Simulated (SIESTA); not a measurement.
Crystal: HfC.

```xyz
2
Lattice="0.0000 2.3250 2.3250 2.3250 0.0000 2.3250 2.3250 2.3250 0.0000" Properties=species:S:1:pos:R:3 pbc="T T T"
Hf    2.3250    2.3250    2.3250
C     0.0000    0.0000    0.0000
```

Base run:

* Program: SIESTA 5.4.2
* Functional: revPBE
* Potentials or basis: PseudoDojo 0.4 standard (PBE files)
* Basis: DZP (energy shift 0.003 Ry; two zetas on semicore shells)
* Grid cutoff: 800 Ry
* Energy shift: 0.003 Ry
* k mesh: 10 × 10 × 10
* Occupations: fermi-dirac, width 0.05 eV
* Spin: no spin polarisation

Its results: band gap on the k mesh none (metal or under the smearing width); pressure 5.7 GPa.

Question: The run is repeated on the same cell with these changes: functional from revPBE to BLYP. What comes out?

Answer: Band gap on the k mesh none (metal or under the smearing width); pressure 10.4 GPa.

Caveats: short orbitals over semicore shells can move pressures by several GPa; the potentials were made for another functional, which shifts forces and pressure; the basis of atomic orbitals isn't converged, which shifts pressures, moduli and gaps.
